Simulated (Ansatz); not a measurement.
## Al: checking dH/dP = V

These are results of Ansatz 0.2.0, DFT PBE+D3(BJ), scalar-relativistic, plane waves, PAW, not measurements. Run with 420 eV cutoff, 18×18×10 k-mesh, Gaussian smearing of 0.10 eV, no spin polarisation.

The relaxed crystal:

```xyz
2
Lattice="2.8038 0.0000 0.0000 -1.4019 2.4282 0.0000 0.0000 0.0000 4.6764" Properties=species:S:1:pos:R:3 pbc="T T T"
Al    1.4019    0.8094    3.5073
Al    0.0000    1.6188    1.1691
```

Cell and atoms were relaxed at each target pressure within the start's symmetry (P6_3/mmc), at zero temperature; other phases can be more stable under pressure. H = E + PV with P the target; E is the free energy at the smearing used, whose derivative the pressure is, per atom and counted from zero pressure. The mesh named is that at zero pressure; some other pressures ran on another.

| P (GPa) | V (Å³/atom) | E − E0 (meV) | H − H0 (meV) |
| --- | --- | --- | --- |
| 0 | 15.919 | 0.0 | 0.0 |
| 1 | 15.725 | 0.6 | 98.7 |
| 4 | 15.233 | 8.2 | 388.5 |
| 12 | 14.207 | 57.5 | 1121.6 |
| 25 | 13.066 | 186.3 | 2225.1 |
| 50 | 11.662 | 505.8 | 4145.2 |
| 90 | 10.305 | 1082.4 | 6871.0 |

Question: Thermodynamics gives dH/dP = V along a relaxed path. Integrate V over P by the trapezoid rule and compare with the computed enthalpies.

Answer: With 1 eV/Å³ = 160.22 GPa, each step adds the mean volume times ΔP / 160.22:
```tsv
P (GPa)	∫V dP (meV)	H − H0 (meV)	difference (meV)
1	98.8	98.7	0.0
4	388.6	388.5	0.1
12	1123.6	1121.6	2.0
25	2230.0	2225.1	4.9
50	4159.3	4145.2	14.1
90	6901.4	6871.0	30.4
```

V(P) curves upward, so the trapezoid rule runs high; integrating a smooth curve through the same points puts that excess at about 28.1 meV at 90 GPa, against the 30.4 meV found. What is left comes from the shape of V(P) between points this far apart, and from the mesh, the smearing and the stress tolerance.

Question: At 90 GPa, how much of the enthalpy change is stored energy and how much is the PV term?

Answer: E rises by 1082 meV/atom and PV is 90 × 10.305 / 160.22 = 5789 meV/atom, so PV makes 84 % of ΔH. So between rival structures at high pressure a small difference in volume can outweigh the difference in energy: 1 % of this volume is worth 57.9 meV/atom at this pressure.

Question: What bulk modulus do the lowest pressures give?

Answer: From the pressures that the runs reached, -1.02 GPa (16.116 Å³) and 1.02 GPa (15.725 Å³), B = −ΔP/Δln V = 2.04 / 0.0246 = 83 GPa, a mean over that range.

This form isn't the element's structure at ambient conditions.